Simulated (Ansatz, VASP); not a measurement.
MgS: VASP beside Ansatz

```
Mg S
1.0
     4.11124    0.00000    0.00000
    -2.05562    3.56044    0.00000
     0.00000    0.00000    7.13335
Mg S
2 2
Direct
  0.66667 0.33333 0.48643
  0.33333 0.66667 0.98643
  0.33333 0.66667 0.38857
  0.66667 0.33333 0.88857
```

Alike in both runs: task single point; functional PBEsol; k mesh 6 × 6 × 4; occupations gaussian, width 0.02 eV; no spin polarisation.

|  | VASP | Ansatz |
| --- | --- | --- |
| version | VASP 6.6.1 | Ansatz 0.2.0 |
| potentials or method | VASP PAW PBE potentials, release 64 (Mg, S) | scalar-relativistic, plane waves, PAW |
| plane-wave cutoff (eV) | 520 | 420 |
| valence electrons in the cell | 16 | 32 |

```tsv
	VASP	Ansatz	Ansatz less VASP
gap on the k mesh at the Fermi level (eV)	2.62	2.62	0.000
least direct gap on the mesh (eV)	2.62	2.62	0.000
pressure (GPa)	-5.0	-4.9	+0.10
largest component of the traceless stress (GPa)	2.92	2.93	+0.012
rms of the force components (eV/Å)	0.222	0.223	+0.0013
```

Atom by atom the forces differ by 0.001 eV/Å (rms over components). With one functional, cell and mesh, what is left measures potentials, basis and numerics. The two sets of potentials don't hold the same shells in valence.

Caveats: the PAW data sets were made with another functional, which shifts forces and pressure a little (VASP).
